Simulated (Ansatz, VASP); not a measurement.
**One calculation of Si, two programs**

```
CELL_PARAMETERS angstrom
0.00000 2.71577 2.71577
2.71577 0.00000 2.71577
2.71577 2.71577 0.00000
ATOMIC_POSITIONS crystal
Si 0.87500 0.87500 0.87500
Si 0.12500 0.12500 0.12500
```

Alike in both runs: task relaxation of cell and atoms; functional PBEsol; k mesh 11 × 11 × 11; occupations fermi-dirac, width 0.02 eV; no spin polarisation.

|  | VASP | Ansatz |
| --- | --- | --- |
| version | VASP 6.6.1 | Ansatz 0.2.0 |
| potentials or method | VASP PAW PBE potentials, release 64 (Si) | PAW with Ansatz's default frozen-core files, scalar-relativistic |
| plane-wave cutoff (eV) | 600 | 420 |
| valence electrons in the cell | 8 | 8 |

```tsv
	VASP	Ansatz	Ansatz less VASP
relaxed volume (Å³/atom)	20.08	20.05	-0.028
relaxed cell length with the largest relative difference (Å)	3.844	3.842	-0.0018
```

Caveats: the PAW data sets were made with another functional, which shifts forces and pressure a little (VASP).
